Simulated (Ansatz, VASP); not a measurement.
Two plane-wave programs on BN

File INCAR:

```
SYSTEM = BN
  PREC = Accurate
  ENCUT = 520
  EDIFF = 1E-6
  ISMEAR = 0
  SIGMA = 0.02
  LREAL = .FALSE.
  LASPH = .TRUE.
  NELM = 100
  ALGO = Normal
  ISIF = 2
  LWAVE = .FALSE.
  LCHARG = .FALSE.
  GGA = PE
  NBANDS = 16
```

The input KPOINTS:

```
regular mesh
0
G
  9 9 6
  0 0 0
```

File POSCAR:

```
BN
1.0
    2.7939925879      0.0000000000      0.0000000000
   -1.3969962939      2.4196685591      0.0000000000
    0.0000000000      0.0000000000      4.4707442890
B N
2 2
Direct
    0.3333333333      0.6666666667      0.0000000000
    0.6666666667      0.3333333333      0.5000000000
    0.3333333333      0.6666666667      0.3850000000
    0.6666666667      0.3333333333      0.8850000000
```

Input for Ansatz:

```yaml
crystal:
  lattice:
    - [2.7939925879, 0.0, 0.0]
    - [-1.3969962939, 2.4196685591, 0.0]
    - [0.0, 0.0, 4.470744289]
  atoms:
    - { symbol: B, position: [0.3333333333, 0.6666666667, 0.0] }
    - { symbol: B, position: [0.6666666667, 0.3333333333, 0.5] }
    - { symbol: "N", position: [0.3333333333, 0.6666666667, 0.385] }
    - { symbol: "N", position: [0.6666666667, 0.3333333333, 0.885] }
basis:
  ecutwfc: 420
kpoints:
  mp_grid: { grid: [9, 9, 6] }
hamiltonian:
  xc: pbe
scf:
  occupations: { method: gaussian, width: 0.02 }
output:
  forces: true
  stress: true
  eigenvalues: true
```

Alike in both runs: task single point; functional PBE; k mesh 9 × 9 × 6; occupations gaussian, width 0.02 eV; no spin polarisation.

|  | VASP | Ansatz |
| --- | --- | --- |
| version | VASP 6.6.1 | Ansatz 0.2.0 |
| potentials or method | VASP PAW PBE potentials, release 64 (B, N) | scalar-relativistic, plane waves, PAW |
| plane-wave cutoff (eV) | 520 | 420 |
| valence electrons in the cell | 16 | 16 |

Ansatz gave:

```
gap on the k mesh at the Fermi level (eV)       : 5.27
least direct gap on the mesh (eV)               : 5.92
pressure (GPa)                                  : -55.9
largest component of the traceless stress (GPa) : 14.45
rms of the force components (eV/Å)              : 0.412
```

Q: Which values does VASP return?

A: gap on the k mesh at the Fermi level (eV): 5.26; least direct gap on the mesh (eV): 5.93; pressure (GPa): -56.0; largest component of the traceless stress (GPa): 14.45; rms of the force components (eV/Å): 0.413.

Atom by atom the forces differ by 0.001 eV/Å (rms over components).

Caveats: the cell as given lies far from equilibrium; so large a pressure means that the cell lies far from this level's equilibrium, or that cutoff or potentials fall short (VASP); an odd mesh through Γ misses points on the zone boundary, where band edges often lie.
